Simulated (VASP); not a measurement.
# ZnS: relaxation of the atoms, by relaxation method

ZnS, P1 (no. 1), 12 atoms in the cell. PBE, relaxation of the atoms; PAW potentials Zn, S (PBE set).

| Relaxation method | Ionic steps | Electronic steps | Largest force left (eV/Å) | Energy gained (eV/atom) | Time (s) |
|---|---|---|---|---|---|
| conjugate gradient, POTIM 0.5 | 17 | 133 | 0.0195 | -0.0530 | 1343 |
| quasi-Newton, POTIM 0.5 | 12 | 100 | 0.0192 | -0.0530 | 777 |
| damped dynamics, POTIM 0.2, SMASS 0.4 | 22 | 168 | 0.0170 | -0.0530 | 1367 |

Limits: the start was distorted on purpose (atoms moved at random), so the space group given is the start's and not the crystal's.

## Input of the first row

INCAR:
```
  ALGO = Normal
  EDIFF = 1E-6
  EDIFFG = -0.02
  ENCUT = 350
  IBRION = 2
  ISIF = 2
  ISMEAR = 0
  KPAR = 8
  LASPH = T
  LCHARG = F
  LREAL = F
  LWAVE = F
  NELM = 100
  NSW = 150
  POTIM = 0.5
  PREC = Normal
  SIGMA = 0.05
```

KPOINTS:
```
k-points
0
Gamma
  5 5 3
```

POSCAR:
```
ZnS
1.0
    1.9030712000      1.0987386700      9.3519478300
   -1.9030712000      1.0987386700      9.3519478300
    0.0000000000     -4.3949546800     18.7038956700
Zn S
6 6
Direct
    0.4609940000      0.4442620000      0.2148200000
    0.4321490000      0.4754400000      0.7140830000
    0.2201420000      0.2355390000      0.1062170000
    0.2299120000      0.2150530000      0.6122510000
    0.9843030000      1.0069620000      0.5018420000
    1.0112060000      0.9852540000      0.9999470000
    0.2890860000      0.3134010000      0.1561340000
    0.3170710000      0.3229540000      0.6410640000
    0.4588470000      0.5533970000      0.2842970000
    0.5235790000      0.5347980000      0.7626840000
    0.1098380000      0.0285860000      0.0535930000
    0.1295240000      0.0510060000      0.5363950000
```

Commands:
```
cat potpaw_PBE.64/Zn/POTCAR potpaw_PBE.64/S/POTCAR > POTCAR
mpirun -np 8 vasp_std > vasp.out
```

Changes of the last row against the first:
```
- IBRION = 2
- POTIM = 0.5
+ IBRION = 3
+ POTIM = 0.2
+ SMASS = 0.4
```

VASP 6.6.1 took 1343 s on 8 cores (Intel Xeon 6975P-C (Granite Rapids)), a shared host.
